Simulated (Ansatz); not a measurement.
# 6-layer honeycomb SiC (AA') in a perpendicular field, part 2 of 2

What dipole does a perpendicular field induce in the 6-layer honeycomb SiC (AA'), and does the gap follow? A positive field points along +c.

Ansatz 0.2.0; plane-wave DFT, PBE-D3(BJ), Ansatz PAW.

So far. Step 2 (Relaxation): The lattice constant a goes from 3.100 to 3.139 Å.

## (3) Single point, field 0, start network

A sawtooth potential applies the field, turning back in the middle of the vacuum. With the dipole correction the typed value is the field outside the slab. The induced dipole is small, so the SCF threshold is tight.

The cell differs from the one that the last finished run ended in (c 64.450 → 30.397 Å).

File input.yaml:

```yaml
crystal:
  lattice:
    - [3.1389020522, 0.0, 0.0]
    - [-1.5694510261, 2.7183689172, 0.0]
    - [0.0, 0.0, 30.3974892714]
  atoms:
    - { symbol: C, position: [0.6666666667, 0.3333333333, 0.2960770845] }
    - { symbol: Si, position: [0.3333333333, 0.6666666667, 0.3008659575] }
    - { symbol: C, position: [0.3333333333, 0.6666666667, 0.3728155079] }
    - { symbol: Si, position: [0.6666666667, 0.3333333333, 0.3700666541] }
    - { symbol: C, position: [0.6666666667, 0.3333333333, 0.4575183893] }
    - { symbol: Si, position: [0.3333333333, 0.6666666667, 0.4580985071] }
    - { symbol: C, position: [0.3333333333, 0.6666666667, 0.5424816107] }
    - { symbol: Si, position: [0.6666666667, 0.3333333333, 0.5419014929] }
    - { symbol: C, position: [0.6666666667, 0.3333333333, 0.6271844921] }
    - { symbol: Si, position: [0.3333333333, 0.6666666667, 0.6299333459] }
    - { symbol: C, position: [0.3333333333, 0.6666666667, 0.7039229155] }
    - { symbol: Si, position: [0.6666666667, 0.3333333333, 0.6991340425] }
kpoints:
  mp_grid: { grid: [18, 18, 1] }
  band_path:
    path: [[0, 0, 0], [0.5, 0, 0], [0.33333333, 0.33333333, 0], [0, 0, 0]]
    npoints: 16
hamiltonian:
  xc: pbe
  dispersion: d3bj
scf:
  occupations: { method: fermi_dirac, width: 0.02585 }
  convergence: { dr2_threshold: 1.0e-10 }
efield:
  axis: 3
  dipole_correction: true
  ramp_position: 0.97
  ramp_width: 0.06
  amplitude: 0
output:
  dos: { projected: true, e_range: [-6, 5] }
  write_potential: true
  write_density: true
  volumetric_format: npy
  elf: true
```

Command:

```bash
$ ansatz run input.yaml --threads 2 --pin off --max-ram 4096MiB --backend cpu --events-out ev --progress --plain --runs-dir out
```

Numbers of over 12 decimals in the logs are rounded to 6 here.

The log of the run:

```text
[...]
Crystal: 12 atoms, lattice volume = 259.372 Å³
Basis set: ecut = 420 eV, 5021 PW (Γ)
Bands: 36, of which v1, the nominal top of the filled ones, is band 24 counted from 1 (23 counted from 0)
Symmetry: 6 space group operations
k-points: 37 of 324 (time reversal used)
[...]
SCF iter   1: F=—  HF=-5320.663406 eV  |F-HF|=—  |Δ(HF+E_count)|=         —  Δρ=3.10e-3  dr2=3.10e-2  ethr=1.77e-3  p=0.000 e·Å  D=1.09e-13 V/Å  ΔV_dip=-0.00 eV  dr2_dipole=2.07e-8  V_vac-E_F(+/−)=3.90/3.90 eV  ⟨swp⟩=10.4  Hψ=9311  notcnv=0  defer=25
efield: sawtooth ramp at fractional position 0.9700 (set: `efield.ramp_position`, or a place that a band, a saddle search or an elastic batch's reference lends), width 0.0600; the density the first Hamiltonian is built on has a dipole p = 0.000 e·Å; the dipole correction subtracts the counter field D = 1.09e-13 V/Å, which shifts the + side's vacuum level by -0.00 eV against the − side's; the planar-averaged density in the ramp window peaks in size at 1.4e-5 e/Å³
[...]
SCF iter   2: F=—  HF=-5320.659341 eV  |F-HF|=—  |Δ(HF+E_count)|=   4.06e-3  Δρ=1.42e-3  dr2=4.19e-3  ethr=6.47e-5  p=0.000 e·Å  D=2.79e-5 V/Å  ΔV_dip=-0.00 eV  dr2_dipole=1.08e-7  V_vac-E_F(+/−)=3.95/3.95 eV  ⟨swp⟩=3.2  Hψ=2890  notcnv=0  defer=207
[...]
SCF iter  12: F=-5320.660271 eV  HF=-5320.660271 eV  |F-HF|=1.82e-11  |Δ(HF+E_count)|=  6.00e-11  Δρ=8.11e-8  dr2=1.74e-11  ethr=1.00e-12  p=-0.000 e·Å  D=-9.58e-8 V/Å  ΔV_dip=0.00 eV  dr2_dipole=2.83e-13  V_vac-E_F(+/−)=4.03/4.03 eV  ⟨swp⟩=14.8  Hψ=5506  notcnv=0
SCF 1 converged in 12 iterations: F = -5320.660271 eV  dr2 = 1.74e-11
[...]
NSCF: frozen V_eff on 49 k-points
efield: sawtooth ramp at fractional position 0.9700 (kept from the solve that this one continues, or follows in the run), width 0.0600; the density the first Hamiltonian is built on has a dipole p = -0.000 e·Å; the dipole correction subtracts the counter field D = -9.58e-8 V/Å, which shifts the + side's vacuum level by +0.00 eV against the − side's; the planar-averaged density in the ramp window peaks in size at 3.8e-8 e/Å³
[...]
SCF converged after 12 iterations
Free energy (F): -5320.660271 eV
[...]
Internal energy: -5320.660271 eV  (E = F + TS)
E sigma→0 (E₀):  -5320.660271 eV
Fermi energy:    3.294674 eV
Dipole field:    D = 0.000001 V/Å  (p = 0.000001 e·Å, saw-weighted, corrected)
Work function:   Φ+ = 4.0265 eV   Φ− = 4.0265 eV
Levels:          The Fermi level and band energies are counted from a zero that moves with the ramp; work functions are not
[...]
--- Band table (eV; the first three rows and the last of 37) ---
  k-point 0: bands = [... 20 lower, 0.6975, 0.6975, 1.2000, 2.5873, 5.6789, 5.7661, 6.4366, 6.4702, ... 8 higher]
  k-point 1: bands = [... 20 lower, 0.6021, 0.6611, 1.3286, 2.6369, 5.8480, 5.9246, 6.5265, 6.5401, ... 8 higher]
  k-point 2: bands = [... 20 lower, 0.4839, 0.5521, 1.5362, 2.7196, 6.0749, 6.1374, 6.6366, 6.6973, ... 8 higher]
  k-point 36: bands = [... 20 lower, 0.0642, 0.0642, 1.3567, 1.3567, 5.5684, 5.5684, 5.9441, 6.6381, ... 8 higher]
```

The job ended after 33 s (2 threads of AMD EPYC 7R13 (Zen 3), shared host; peak memory 0.74 GiB).

Numbers from this step:

| Item | Value |
| --- | --- |
| gap on the k-mesh | 1.038 eV |
| dipole along the normal | 7.64e-7 e·Å |
| gap along the path | 1.036 eV |
| smallest direct gap along the path | 2.470 eV |
| ionisation energy, upper face | 4.567 eV |
| electron affinity, upper face | 3.530 eV |
| gap, the smaller of path and mesh | 1.036 eV |

Running mean over a fixed 2.7 Å (it still follows the layers) of the planar mean; the ramp of the sawtooth is left out. Table of electron's electrostatic potential energy less the Fermi level by z:

| z (Å) | electron's electrostatic potential energy less the Fermi level (eV) |
| --- | --- |
| 4 | 4.03 |
| 5 | 4.02 |
| 6 | 3.97 |
| 7 | 3.13 |
| 8 | -4.12 |
| 9 | -8.19 |
| 10 | -12.4 |
| 11 | -9.61 |
| 12 | -8.41 |
| 13 | -8.37 |
| 14 | -8.25 |
| 15 | -9.15 |
| 16 | -8.44 |
| 17 | -8.22 |
| 18 | -8.51 |
| 19 | -8.73 |
| 20 | -12.3 |
| 21 | -9.36 |
| 22 | -6.57 |
| 23 | 1.21 |
| 24 | 3.87 |
| 25 | 4.02 |
| 26 | 4.03 |
| 27 | 4.03 |

The density of states has structure finer than the step of the table below, so its rows give means over 0.2 eV, whole bins alone (the curve runs from -6 to 2.49 eV). Peaks (eV: height): -5.70: 7.15, -5.61: 6.82, -4.68: 6.61, -4.35: 6.70, -3.90: 5.87, -3.08: 10.1, -1.70: 6.20.

Table of density of states by energy, zero at the Fermi level of the run, which the smearing sets inside the gap; means over each step:

| energy (eV) | density of states (states/eV a cell) |
| --- | --- |
| -5.8 | 6.28 |
| -5.6 | 6.01 |
| -5.4 | 5.16 |
| -5.2 | 5.09 |
| -5.0 | 5.57 |
| -4.8 | 5.65 |
| -4.6 | 5.66 |
| -4.4 | 6.08 |
| -4.2 | 5.13 |
| -4.0 | 5.10 |
| -3.8 | 4.80 |
| -3.6 | 3.79 |
| -3.4 | 3.72 |
| -3.2 | 3.93 |
| -3.0 | 3.98 |
| -2.8 | 3.81 |
| -2.6 | 2.70 |
| -2.4 | 3.18 |
| -2.2 | 2.86 |
| -2.0 | 2.83 |
| -1.8 | 3.49 |
| -1.6 | 4.25 |
| -1.4 | 2.91 |
| -1.2 | 0.519 |
| -1.0 | 0.563 |
| -0.8 | 0.686 |
| -0.6 | 1.78 |
| -0.4 | 0 |
| -0.2 | 0 |
| 0.0 | 0 |
| 0.2 | 0 |
| 0.4 | 0.00375 |
| 0.6 | 0.544 |
| 0.8 | 0.992 |
| 1.0 | 0.965 |
| 1.2 | 1.03 |
| 1.4 | 1.62 |
| 1.6 | 1.96 |
| 1.8 | 2.83 |
| 2.0 | 4.24 |
| 2.2 | 3.73 |

Projected DOS per atom over height of the atomic layer and energy from the Fermi level. Layers: SiC SiC SiC SiC SiC SiC from below.

Ten even steps from '0' (0.000 states/eV) to '9' (0.547 states/eV), each cell a mean:
```
446644
436634
222222
110011
110011
000000
000000
001100
011110
111111
655556
434434
643346
544445
747747
636636
867768
879978
879978
779977
788887
898898
```
Columns: height of the atomic layer (Å) from 9.07 to 21.3 (not evenly spaced); rows upwards: energy from the Fermi level (eV) from -5.96 to 2.41.

Electronic bands along the path, in eV, zero at the Fermi level of the run, which the smearing sets inside the gap:

```csv
point,band 21,band 22,band 23,band 24,band 25,band 26,band 27,band 28
Γ,-2.60,-2.60,-2.09,-0.71,2.38,2.47,3.14,3.18
halfway,-3.22,-2.66,-1.47,-0.80,1.73,1.87,2.48,2.97
M,-3.11,-3.08,-2.65,-2.05,0.50,0.55,1.27,1.89
halfway,-3.16,-2.71,-2.55,-1.73,1.67,2.09,2.55,2.71
K,-3.23,-3.23,-1.94,-1.94,2.27,2.27,2.65,3.34
halfway,-3.98,-2.33,-1.33,-0.96,2.77,2.87,3.11,3.21
Γ,-2.60,-2.60,-2.09,-0.71,2.38,2.47,3.14,3.18
```

ELF in the ca plane at fractional y = 0.333, with atoms of C and Si within 0.2 Å of it. It is the smooth field of the valence electrons, not physical close to the nuclei.

Ten even steps from '0' (0.00) to '9' (0.83), each cell a mean:
```
00000000000000001247999964468862279998524788
00000000000000001468975887422343488568744333
00000000000000002468831698514233586138754232
00000000000000001368986886433443488779644434
00000000000000000247999863478862269998424788
00000000000000000024677632478862146775224788
00000000000000000012344322478762123443114777
00000000000000000124688642479862147886224799
```
Columns run along c (16.0 Å, from fractional 0.04 to 0.56 of the cell), rows up along a (3.1 Å). Atoms in or near the plane, at fractional coordinates: C at (0.30, 0.67), Si at (0.37, 0.67), C at (0.46, 0.67), Si at (0.54, 0.67).

Valence density in the ca plane at fractional y = 0.333, with atoms of C and Si within 0.2 Å of it. It is the smooth field of the valence electrons, not physical close to the nuclei.

Ten even steps from '0' (0.0 e/Å³) to '9' (1.8 e/Å³), each cell a mean:
```
00000000000000000000245321122210013542101222
00000000000000000001489632111111126984111111
00000000000000000001499842100011137995211100
00000000000000000001378632111111125874111111
00000000000000000000234321122210013442101222
00000000000000000000112111123210011221001222
00000000000000000000011110122210001111001122
00000000000000000000122211122210011221001222
```
Columns run along c (16.0 Å, from fractional 0.04 to 0.56 of the cell), rows up along a (3.1 Å). Atoms in or near the plane, at fractional coordinates: C at (0.30, 0.67), Si at (0.37, 0.67), C at (0.46, 0.67), Si at (0.54, 0.67).

Electrostatic potential energy in the ca plane at fractional y = 0.333, with atoms of C and Si within 0.2 Å of it. With pseudopotentials it is smooth inside the atoms' cores, unlike the true potential.

Ten even steps from '0' (-57 eV) to '9' (7 eV), each cell a mean:
```
99999999999999999999987898865689998778998756
99999999999999999999731588610268985127997301
99999999999999999999600388400058983006986100
99999999999999999999842688621268996237997311
99999999999999999999987899876789998888998766
99999999999999999999987889988899998788999988
99999999999999999999887789998999988778999988
99999999999999999999988889988899998888999888
```
Columns run along c (16.0 Å, from fractional 0.04 to 0.56 of the cell; values clipped at the 3rd and 97th percentile), rows up along a (3.1 Å). Atoms in or near the plane, at fractional coordinates: C at (0.30, 0.67), Si at (0.37, 0.67), C at (0.46, 0.67), Si at (0.54, 0.67).

The gap is 1.04 eV, with the valence edge 4.57 eV and the conduction edge 3.53 eV under the upper vacuum level.

## (4) Single point, field 0.1 V/Å

input.yaml: that of step 3 with these lines changed.

```diff
@@ -32,7 +32,6 @@
   dipole_correction: true
-  ramp_position: 0.97
-  ramp_width: 0.06
-  amplitude: 0
+  ramp_position: 0.9561
+  ramp_width: 0.0879
+  amplitude: 0.1
 output:
-  dos: { projected: true, e_range: [-6, 5] }
   write_potential: true
@@ -40,2 +39 @@
   volumetric_format: npy
-  elf: true
```

The log of the run:

```text
[...]
Crystal: 12 atoms, lattice volume = 259.372 Å³
Basis set: ecut = 420 eV, 5021 PW (Γ)
Bands: 36, of which v1, the nominal top of the filled ones, is band 24 counted from 1 (23 counted from 0)
Symmetry: 6 space group operations
k-points: 37 of 324 (time reversal used)
[...]
k-point 0: bands = [... 20 lower, 0.7148, 0.7148, 1.1993, 2.5873, 5.6580, 5.7789, 6.3082, 6.5482, ... 8 higher]
  k-point 1: bands = [... 20 lower, 0.5863, 0.6776, 1.3279, 2.6369, 5.8207, 5.9411, 6.3857, 6.6393, ... 8 higher]
  k-point 2: bands = [... 20 lower, 0.4696, 0.5667, 1.5354, 2.7197, 6.0407, 6.1585, 6.5257, 6.7682, ... 8 higher]
  k-point 36: bands = [... 20 lower, 0.0525, 0.0757, 1.3346, 1.3785, 5.5511, 5.5835, 5.9424, 6.6381, ... 8 higher]
[key lines of the parts left out:]
SCF converged after 16 iterations
Free energy (F): -5320.663578 eV
Fermi energy:    3.288221 eV
Dipole field:    D = 0.046155 V/Å  (p = 0.066157 e·Å, saw-weighted, corrected)
```

It took 35 s on 2 threads; peak memory 0.73 GiB.

The dipole is 0.0662 e·Å, and the gap 1.021 eV.

## (5) Atoms held, field -0.1 V/Å

input.yaml: that of step 4 with these lines changed.

```diff
@@ -34,3 +34,3 @@
   ramp_width: 0.0879
-  amplitude: 0.1
+  amplitude: -0.1
 output:
```

The log of the run:

```text
[...]
Crystal: 12 atoms, lattice volume = 259.372 Å³
Basis set: ecut = 420 eV, 5021 PW (Γ)
Bands: 36, of which v1, the nominal top of the filled ones, is band 24 counted from 1 (23 counted from 0)
Symmetry: 6 space group operations
k-points: 37 of 324 (time reversal used)
[...]
k-point 0: bands = [... 20 lower, 0.7150, 0.7150, 1.1995, 2.5874, 5.6582, 5.7790, 6.3083, 6.5483, ... 8 higher]
  k-point 1: bands = [... 20 lower, 0.5865, 0.6777, 1.3281, 2.6371, 5.8209, 5.9413, 6.3858, 6.6394, ... 8 higher]
  k-point 2: bands = [... 20 lower, 0.4698, 0.5669, 1.5356, 2.7199, 6.0409, 6.1586, 6.5259, 6.7684, ... 8 higher]
  k-point 36: bands = [... 20 lower, 0.0527, 0.0759, 1.3348, 1.3787, 5.5513, 5.5837, 5.9425, 6.6383, ... 8 higher]
[key lines of the parts left out:]
SCF converged after 16 iterations
Free energy (F): -5320.663578 eV
Fermi energy:    3.288384 eV
Dipole field:    D = -0.046155 V/Å  (p = -0.066158 e·Å, saw-weighted, corrected)
```

It took 36 s on 2 threads; peak memory 0.72 GiB.

The dipole is -0.0662 e·Å, and the gap 1.021 eV.

## (6) Atoms held, field 0.2 V/Å

input.yaml: that of step 5 with these lines changed.

```diff
@@ -34,3 +34,3 @@
   ramp_width: 0.0879
-  amplitude: -0.1
+  amplitude: 0.2
 output:
```

The log of the run:

```text
[...]
Crystal: 12 atoms, lattice volume = 259.372 Å³
Basis set: ecut = 420 eV, 5021 PW (Γ)
Bands: 36, of which v1, the nominal top of the filled ones, is band 24 counted from 1 (23 counted from 0)
Symmetry: 6 space group operations
k-points: 37 of 324 (time reversal used)
[...]
k-point 0: bands = [... 20 lower, 0.7462, 0.7462, 1.1976, 2.5873, 5.6057, 5.8026, 6.1171, 6.5923, ... 8 higher]
  k-point 1: bands = [... 20 lower, 0.5580, 0.7082, 1.3260, 2.6371, 5.7540, 5.9680, 6.2033, 6.6989, ... 8 higher]
  k-point 2: bands = [... 20 lower, 0.4422, 0.5957, 1.5332, 2.7202, 5.9625, 6.1872, 6.3666, 6.8127, ... 8 higher]
  k-point 36: bands = [... 20 lower, 0.0410, 0.0871, 1.3123, 1.4000, 5.5320, 5.5968, 5.9372, 6.6384, ... 8 higher]
[key lines of the parts left out:]
SCF converged after 15 iterations
Free energy (F): -5320.673502 eV
Fermi energy:    3.274645 eV
Dipole field:    D = 0.092318 V/Å  (p = 0.132328 e·Å, saw-weighted, corrected)
```

Wall time 40 s (2 threads); peak memory 0.72 GiB.

The dipole is 0.132 e·Å, and the gap 0.990 eV.

## (7) Atoms held, field 0.3 V/Å

input.yaml: that of step 6 with these lines changed.

```diff
@@ -32,5 +32,5 @@
   dipole_correction: true
-  ramp_position: 0.9561
-  ramp_width: 0.0879
-  amplitude: 0.2
+  ramp_position: 0.9537
+  ramp_width: 0.0926
+  amplitude: 0.3
 output:
```

The log of the run:

```text
[...]
Crystal: 12 atoms, lattice volume = 259.372 Å³
Basis set: ecut = 420 eV, 5021 PW (Γ)
Bands: 36, of which v1, the nominal top of the filled ones, is band 24 counted from 1 (23 counted from 0)
Symmetry: 6 space group operations
k-points: 37 of 324 (time reversal used)
[...]
k-point 0: bands = [... 20 lower, 0.7804, 0.7804, 1.1949, 2.5876, 5.5109, 5.8190, 5.9025, 6.5535, ... 8 higher]
  k-point 1: bands = [... 20 lower, 0.5802, 0.7420, 1.3232, 2.6377, 5.6289, 5.9724, 6.0300, 6.6462, ... 8 higher]
  k-point 2: bands = [... 20 lower, 0.4131, 0.6284, 1.5298, 2.7213, 5.8197, 6.1705, 6.2477, 6.7797, ... 8 higher]
  k-point 36: bands = [... 20 lower, 0.0301, 0.0985, 1.2900, 1.4215, 5.5112, 5.6085, 5.9290, 6.6392, ... 8 higher]
[key lines of the parts left out:]
SCF converged after 17 iterations
Free energy (F): -5320.690045 eV
Fermi energy:    3.259229 eV
Dipole field:    D = 0.138514 V/Å  (p = 0.198544 e·Å, saw-weighted, corrected)
```

Elapsed: 44 s, on 2 threads; peak memory 0.72 GiB; 86 s of CPU time.

The dipole is 0.199 e·Å, and the gap 0.956 eV.

## (8) Response, atoms held

This step: plane-wave DFT, PBE-D3(BJ), Ansatz PAW; response to a field along the normal, atoms held (Ansatz 0.2.0).

The dipoles give the slope, and the difference of two potentials shows where the field is screened.

Numbers from this step:

```
equivalent conductor thickness p/(ε₀AE) : 14.03 Å
distance between the outer atoms        : 12.40 Å
```

The dipole of the cell by applied field:

```csv
applied field (V/Å),dipole of the cell (e·Å)
-0.100,-0.0662
0.000,7.6e-7
0.100,0.0662
0.200,0.132
0.300,0.199
```

Local field over the applied field, running mean. From the potentials at -0.1 and 0.1 V/Å; running mean over 2.8 Å. The local field over applied field by z:

| z (Å) | local field over applied field |
| --- | --- |
| 4.5 | 0.997 |
| 5.0 | 0.991 |
| 5.5 | 0.977 |
| 6.0 | 0.943 |
| 6.5 | 0.871 |
| 7.0 | 0.742 |
| 7.5 | 0.581 |
| 8.0 | 0.423 |
| 8.5 | 0.276 |
| 9.0 | 0.158 |
| 9.5 | 0.0880 |
| 10.0 | 0.0687 |
| 10.5 | 0.0672 |
| 11.0 | 0.0736 |
| 11.5 | 0.0843 |
| 12.0 | 0.0846 |
| 12.5 | 0.0816 |
| 13.0 | 0.0803 |
| 13.5 | 0.0800 |
| 14.0 | 0.0759 |
| 14.5 | 0.0683 |
| 15.0 | 0.0663 |
| 15.5 | 0.0661 |
| 16.0 | 0.0698 |
| 16.5 | 0.0772 |
| 17.0 | 0.0802 |
| 17.5 | 0.0805 |
| 18.0 | 0.0818 |
| 18.5 | 0.0853 |
| 19.0 | 0.0828 |
| 19.5 | 0.0714 |
| 20.0 | 0.0673 |
| 20.5 | 0.0698 |
| 21.0 | 0.0978 |
| 21.5 | 0.179 |
| 22.0 | 0.305 |
| 22.5 | 0.454 |
| 23.0 | 0.614 |
| 23.5 | 0.773 |
| 24.0 | 0.890 |
| 24.5 | 0.953 |
| 25.0 | 0.981 |
| 25.5 | 0.993 |
| 26.0 | 0.997 |

The induced electron density oscillates, so the rows of the table below give means over windows of 1 Å about each position, cut where the curve ends. Its maxima inside the range that stand out by 2 % of the span (Å: e/Å³ per V/Å): 8.0: 0.00384, 9.3: 2.1e-4, 10.7: 2.6e-4, 13.1: 8.7e-4, 14.1: 2.3e-4, 15.6: 6.1e-4, 16.6: 1.9e-4, 18.3: 8.4e-4, 20.5: 1.8e-4, 21.5: 4.0e-4. Its minima: 8.9: -4.0e-4, 9.9: -1.8e-4, 12.1: -8.4e-4, 13.8: -1.9e-4, 14.8: -6.1e-4, 16.3: -2.3e-4, 17.3: -8.7e-4, 19.7: -2.6e-4, 21.1: -2.1e-4, 22.4: -0.00384.

Electrons, planar mean, per unit field. Table of induced electron density by z; means over each step:

z (Å), induced electron density (e/Å³ per V/Å) and a bar from the least value:
```
        5    0.00004 #############
        6    0.00027 ##############
        7    0.00146 #####################
        8    0.00323 ##############################
        9    0.00015 ##############
       10   -0.00007 #############
       11    0.00015 ##############
       12   -0.00048 ##########
       13    0.00051 ################
       14   -0.00004 #############
       15   -0.00022 ############
       16    0.00022 ##############
       17   -0.00035 ###########
       18    0.00025 ##############
       19    0.00005 #############
       20   -0.00007 #############
       21    0.00006 #############
       22   -0.00208 ##
       23   -0.00244 
       24   -0.00055 ##########
       25   -0.00009 ############
       26   -0.00002 #############
```

The smaller of the gaps on the path and on the k-mesh, counted as 0 under 0.03 eV. The gap by applied field:

| applied field (V/Å) | gap (eV) |
| --- | --- |
| -0.100 | 1.02 |
| 0.000 | 1.04 |
| 0.100 | 1.02 |
| 0.200 | 0.991 |
| 0.300 | 0.956 |

By hand: between -0.1 and 0.1 V/Å the dipole changes by 0.1323 e·Å, a slope of 0.6616 e·Å²/V. A perfect conductor of thickness t has p = ε₀AEt, so t = 180.95 × 0.6616 / 8.533 = 14.03 Å (e/ε₀ = 180.95 V·Å, A in Å²).

The induced dipole is that of a conductor 14.03 Å thick.

## (9) What came out

| Quantity | Value |
| --- | --- |
| gap without field | 1.04 eV |
| ionisation energy, upper face | 4.57 eV |
| electron affinity, upper face | 3.53 eV |
| equivalent conductor thickness, atoms held | 14.0 Å |

In words: The induced dipole equals that of a perfect conductor 14.03 Å thick, while the outer atoms lie 12.40 Å apart; an out-of-plane ε follows only once a thickness t is chosen, by 1 − 1/ε = 14.03 Å / t. The gap goes from 1.04 eV to 0.96 eV at 0.3 V/Å. Semilocal functionals give gaps that are too small, and excitons are not included. Atoms moved by up to 2.3 Å in the relaxation, so the end structure is to be read from its coordinates and not from the name. After relaxation neighbouring layers come as close as 2.1 Å along the normal, so they are bonded in part and no longer a van der Waals stack.

[Logs are printed without paths, hosts, clocks, repeated set-up lines and the standing remarks that a program may print on its own settings, such as how far it seeks lower states.]

[Hosts, paths, dates, database ids (printed as entryN), source tags and the programs' standing remarks are cut or masked in the printed files.]

[Maps of the electrostatic potential energy from Ansatz leave out the sawtooth potential of an applied field or a dipole correction, so their vacuum need not be flat; planar profiles and work functions include it.]

[The density of states shown here was stored with 400 of the rows of the run's finer table, so its peaks can read low, often by over a quarter, or be missed, and its means over a window can be off by a tenth or more.]
